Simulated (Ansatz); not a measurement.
**How far PBE and PBEsol part for NaBr, pressure 4.2 GPa**

Base system: NaBr in the rock salt structure (space group Fm-3m, No. 225; a = 6.036 Å).

(Cell as relaxed with PBE.)

Levels (all Ansatz, a first-principles code, PAW): PBE (420 eV, no spin-orbit coupling); PBEsol (420 eV, no SOC).

Each level relaxes its own structure.

```csv
base,PBE,PBEsol
volume per atom,27.49 Å³,26.03 Å³
lattice parameter a,6.036 Å,5.927 Å
band gap,4.07 eV,4.07 eV
```

Perturbation: a hydrostatic pressure of 4.2 GPa.

```csv
quantity,PBE,PBEsol
shift of the gap caused by the change,+0.48 eV,[?]
gap character,direct at Γ,[?]
shortest interatomic distance,2.869 Å,[?]
```

Q: What does PBEsol give?

A: 
- shift of the gap caused by the change, PBEsol: +0.46 eV
- gap character, PBEsol: direct at Γ
- shortest interatomic distance, PBEsol: 2.828 Å

PBE's shift of the gap caused by the change lies 0.025 eV above PBEsol's; PBE's shortest interatomic distance lies 0.0405 Å above PBEsol's (1.4 %); the two agree on the gap character. Neither level is exact; PBEsol is the comparison here, not a measurement.

Load acts through the strain it causes; cell and atoms are relaxed under it. Whether these cells are dynamically stable was not tested.
